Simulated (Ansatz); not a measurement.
# Os: the cost of one run

Computed with Ansatz 0.2.0 (DFT PBE, scalar-relativistic, unless a step's input says otherwise).

### 1 The system as given

It takes space group P6_3/mmc (No. 194, hexagonal). Conventional cell: a = 2.734 Å, b = 2.734 Å, c = 4.320 Å, α = 90.00°, β = 90.00°, γ = 120.00°. Os (site symmetry -6m2) is surrounded by 12 Os at 2.68 to 2.73 Å.

As a file:

```
Os
1.0
     2.73410    0.00000    0.00000
    -1.36705    2.36780    0.00000
     0.00000    0.00000    4.31970
Os
2
Direct
  0.33333 0.66667 0.25000
  0.66667 0.33333 0.75000
```

Atoms are numbered in the order of the input: Os1, Os2.

### 2 The deformed structure

Space group P6_3/mmc before, P6_3/mmc after.

### 3 LAPW, all electrons

File input.yaml:

```yaml
crystal:
  lattice:
    - [2.7340999755, 0.0, 0.0]
    - [-1.3670499878, 2.3678000353, 0.0]
    - [0.0, 0.0, 4.449291]
  atoms:
    - { symbol: Os, position: [0.3333333333, 0.6666666667, 0.25] }
    - { symbol: Os, position: [0.6666666667, 0.3333333333, 0.75] }
kpoints:
  mp_grid: { grid: [15, 15, 9] }
  band_path:
    path:
      - [0.0, 0.0, 0.0]
      - [0.5, 0.0, 0.0]
      - [0.3333333333, 0.3333333333, 0.0]
      - [0.0, 0.0, 0.0]
      - [0.0, 0.0, 0.5]
      - [0.5, 0.0, 0.5]
      - [0.3333333333, 0.3333333333, 0.5]
      - [0.0, 0.0, 0.5]
      - [0.5, 0.0, 0.5]
    npoints: 5
scf:
  occupations: { method: fermi_dirac, width: 0.05 }
hamiltonian:
  xc: pbe
  pseudopotentials: { kind: all_electron, lapw: { basis_error: 0.0005 } }
output:
  forces: true
  stress: true
  eigenvalues: true
```

Launch:

```
> ansatz run input.yaml --threads 1 --pin off --max-ram 3072MiB --backend cpu --events-out ev --progress --plain --runs-dir out
```

Q: Estimate wall time and peak memory on 1 thread of Intel Xeon 6975P-C (Granite Rapids), shared host.

About 34 s, with a peak of 0.73 GiB.
